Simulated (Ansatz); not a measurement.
ZnTe (zinc blende): values from a third-order Birch-Murnaghan fit to a volume scan beside measured ones. Computed values: PBE (plane waves to 420 eV, PAW, scalar-relativistic; Ansatz, a first-principles code). Spin-orbit coupling is left out, though Te is heavy. ZnTe was relaxed with its symmetry unable to fall.

| quantity | reference | kind |
|---|---|---|
| Lattice constant a (Å) | 6.1037 | measured, room temperature or unstated |

References as given in: Martin Albrecht, Beate Paulus, Hermann Stoll, Physical review. B, Condensed matter (1997), arXiv:cond-mat/9706128. Values not taken to low temperature hold thermal and zero-point shifts that a static calculation lacks, so small differences there are no errors of the method.

Q: What does PBE give, and how far is that from the reference?

A: 
```json
[
 {"quantity": "Lattice constant a (Å)", "PBE": "6.179", "difference": "+1.2 %"}
]
```



(A scan under strain: stresses follow from slopes of the energy per volume, elastic moduli from its curvatures.)
